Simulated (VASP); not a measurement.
A run of VASP 6.6.1 is set up as follows.

Contents of INCAR:

```
PREC = Accurate ; ENCUT = 500
EDIFF = 1E-6 ; ISMEAR = 0
SIGMA = 0.05 ; LREAL = F
LASPH = T ; NELM = 100
ALGO = Normal ; ISIF = 2
LWAVE = F ; LCHARG = F
GGA = CA
```

KPOINTS

```
regular mesh
0
Gamma
  8 8 8
```

Contents of POSCAR:

```
ZnAu
1.0
    3.1470000000      0.0000000000      0.0000000000
    0.0000000000      3.1470000000      0.0000000000
    0.0000000000      0.0000000000      3.1470000000
Au Zn
1 1
Direct
    0.0000000000      0.0000000000      0.0000000000
    0.5000000000      0.5000000000      0.5000000000
```

Potentials or basis: VASP PAW LDA potentials, release 64 (Au, Zn).

Launch:

```bash
$ cat potpaw_LDA.64/Au/POTCAR potpaw_LDA.64/Zn/POTCAR > POTCAR
$ mpirun -np 1 vasp_std > vasp.out
```

(1) Predict the band gap on the k mesh.

(2) Predict the pressure.

## Answers

(1) none (metal or under the smearing width).

(2) -6.1 GPa.
